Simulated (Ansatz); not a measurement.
Molecular dynamics on a 2×2×2 supercell (16 atoms) of NaI (Fm-3m), relaxed with r2SCAN. Forces come from r2SCAN in Ansatz 0.2.0: a Langevin thermostat at fixed volume, 200 K, steps of 1 fs. Spin polarisation is off, nuclei are classical, and the run is far too short for thermal averages.

```yaml
crystal:
  lattice:
    - [0.0, 6.459256066, 6.459256066]
    - [6.459256066, 0.0, 6.459256066]
    - [6.459256066, 6.459256066, 0.0]
  atoms:
    - { symbol: Na, position: [0.0, 0.0, 0.0] }
    - { symbol: I, position: [0.25, 0.25, 0.25] }
    - { symbol: Na, position: [0.0, 0.0, 0.5] }
    - { symbol: I, position: [0.25, 0.25, 0.75] }
    - { symbol: Na, position: [0.0, 0.5, 0.0] }
    - { symbol: I, position: [0.25, 0.75, 0.25] }
    - { symbol: Na, position: [0.0, 0.5, 0.5] }
    - { symbol: I, position: [0.25, 0.75, 0.75] }
    - { symbol: Na, position: [0.5, 0.0, 0.0] }
    - { symbol: I, position: [0.75, 0.25, 0.25] }
    - { symbol: Na, position: [0.5, 0.0, 0.5] }
    - { symbol: I, position: [0.75, 0.25, 0.75] }
    - { symbol: Na, position: [0.5, 0.5, 0.0] }
    - { symbol: I, position: [0.75, 0.75, 0.25] }
    - { symbol: Na, position: [0.5, 0.5, 0.5] }
    - { symbol: I, position: [0.75, 0.75, 0.75] }
kpoints:
  mp_grid: { grid: [2, 2, 2] }
hamiltonian:
  xc: r2scan
scf:
  occupations: { method: fermi_dirac, width: 0.02 }
md:
  ensemble: nvt_langevin
  temperature: 200
  timestep: 1.0
  n_steps: 20
  initial_velocities: maxwell_boltzmann
  seed: 8202
```

Command: `ansatz run input.yaml --threads 4 --pin off --max-ram 3686MiB --backend cpu --events-out ev --progress --plain --runs-dir out`.

Problem. What wall time did it need on 4 threads of Arm Neoverse V2, with other jobs on the host, load about 0.9 per core, and how much host memory at the peak?

Solution. About 6 min, with a peak of 3.1 GiB.

```csv
step,t (fs),T (K),free energy F from step 0 (meV/atom),kinetic energy (meV/atom),largest force (eV/Å)
0,0,188,0.0,24.2,0.00
1,1,188,0.0,24.4,0.01
2,2,201,0.0,25.9,0.02
3,3,208,0.1,26.8,0.03
4,4,193,0.1,25.0,0.05
5,5,184,0.2,23.8,0.06
6,6,179,0.3,23.2,0.07
7,7,185,0.4,23.9,0.08
8,8,201,0.6,26.0,0.09
9,9,205,0.7,26.5,0.10
10,10,199,0.9,25.7,0.12
11,11,218,1.1,28.1,0.13
12,12,211,1.3,27.3,0.14
13,13,217,1.5,28.0,0.15
14,14,198,1.8,25.6,0.17
15,15,188,2.0,24.3,0.18
16,16,188,2.3,24.4,0.19
17,17,184,2.5,23.8,0.20
18,18,174,2.8,22.5,0.21
19,19,170,3.1,22.0,0.22
20,20,184,3.4,23.7,0.24
```

The temperature starts at 188 K, is lowest at step 19 (170 K, 19 fs) and ends at 184 K. By the last step the atoms have moved 0.07 Å in the root mean square, the drift of the whole cell taken out, 0.15 Å at most.

Positions (Å) and forces (eV/Å) at step 20:
```
Na  -0.003  -0.082   0.009     0.026   0.109  -0.051
I    3.263   3.236   3.225    -0.023  -0.056   0.040
Na   3.154   3.164  -0.009     0.086   0.013   0.064
I    6.430   6.476   3.217     0.075  -0.018  -0.017
Na   3.197  -0.052   3.291     0.077   0.080  -0.115
I    6.464   3.229   6.469    -0.057  -0.063   0.025
Na   6.522   3.257   3.243    -0.069  -0.073  -0.015
I    9.675   6.434   6.437     0.053   0.041   0.073
Na   0.044   3.219   3.291     0.004   0.068  -0.058
I    3.231   6.444   6.459     0.036  -0.035   0.036
Na   3.271   6.419   3.208    -0.108   0.019   0.044
I    6.428   9.723   6.459     0.055  -0.153   0.055
Na   3.228   3.219   6.528    -0.007   0.019  -0.068
I    6.453   6.469   9.717     0.033  -0.006  -0.079
Na   6.562   6.383   6.369    -0.160   0.092   0.146
I    9.718   9.684   9.740    -0.019  -0.038  -0.081
```
